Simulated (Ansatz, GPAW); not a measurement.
Given: the input of a run of Ansatz 0.2.0 on TiAl3. Atoms were shifted at random by some hundredths of an Å from the given cell, which wasn't relaxed again for these runs. The cell comes from a database or a generator and needn't be the stable form of this composition.

input.yaml

```yaml
crystal:
  lattice:
    - [3.95567125, 0.0, 0.0]
    - [0.0, 3.95567125, 0.0]
    - [0.0, 0.0, 3.95567125]
  atoms:
    - { symbol: Ti, position: [-0.00025, -0.012978, 0.004692] }
    - { symbol: Al, position: [0.001109, 0.507471, 0.509379] }
    - { symbol: Al, position: [0.509156, -0.010498, 0.505813] }
    - { symbol: Al, position: [0.505388, 0.50594, -0.001105] }
kpoints:
  mp_grid: { grid: [7, 7, 7] }
scf:
  occupations: { method: fermi_dirac, width: 0.05 }
hamiltonian:
  xc: pbesol
  pseudopotentials: { kind: all_electron, lapw: { basis_error: 0.001 } }
output:
  forces: true
  stress: true
  eigenvalues: true
  populations: true
```

Potentials or basis: all-electron LAPW, scalar-relativistic.

Launch:

```sh
$ ansatz run input.yaml --threads 2 --pin off --max-ram 8192MiB --backend cpu --events-out ev --progress --plain --runs-dir out
```

Question: Translate it to GPAW 26.7.0 (ASE script). Potentials or basis there: PAW data sets generated for this functional, cutoff 600 eV.

Answer: As run (cutoffs and basis follow the program's own potentials, and thresholds, step limits or extra output files can differ):

The input run.py:

```python
from ase import Atoms
from ase.dft.bandgap import bandgap
from ase.io import write
from ase.units import GPa
from gpaw import GPAW, PW, setup_paths

setup_paths.insert(0, '.')

atoms = Atoms(['Ti', 'Al', 'Al', 'Al'],
              cell=[[3.95567125, 0.0, 0.0],
                    [0.0, 3.95567125, 0.0],
                    [0.0, 0.0, 3.95567125]],
              scaled_positions=[[-0.00025, -0.012978, 0.004692],
                                [0.001109, 0.507471, 0.509379],
                                [0.509156, -0.010498, 0.505813],
                                [0.505388, 0.50594, -0.001105]],
              pbc=True)

calc = GPAW(mode=PW(600),
            xc='PBEsol',
            kpts={'size': (7, 7, 7), 'gamma': True},
            occupations={'name': 'fermi-dirac', 'width': 0.05},
            nbands=23,
            convergence={'density': 1e-05, 'energy': 1e-05},
            maxiter=150,
            txt='gpaw.txt')
atoms.calc = calc
energy = atoms.get_potential_energy()
forces = atoms.get_forces()
stress = atoms.get_stress()
calc.write('gs.gpw')
write('result.traj', atoms)
print(f'Energy: {energy:.6f} eV')
print('Forces (eV/A):')
print(forces.round(4))
print('Stress (GPa):', (stress / GPa).round(3))
print('Fermi level:', round(calc.get_fermi_level(), 4), 'eV')
print(f'Gap: {bandgap(calc)[0]:.4f} eV, direct: {bandgap(calc, direct=True)[0]:.4f} eV')
```

Potentials or basis: PAW data sets generated in the run's folder for this functional, pw.

Launch:

```bash
$ gpaw-setup -f PBEsol Al Ti
$ OMP_NUM_THREADS=1 python run.py
```

Both were run:

|  | Ansatz | GPAW |
| --- | --- | --- |
| Pressure | -0.3 GPa | -0.1 GPa |
| Largest force | 0.699 eV/Å | 0.708 eV/Å |

Where Ansatz's input types no cutoff or centring, it takes its own default and a Γ-centred mesh.

Pressure is positive in compression.
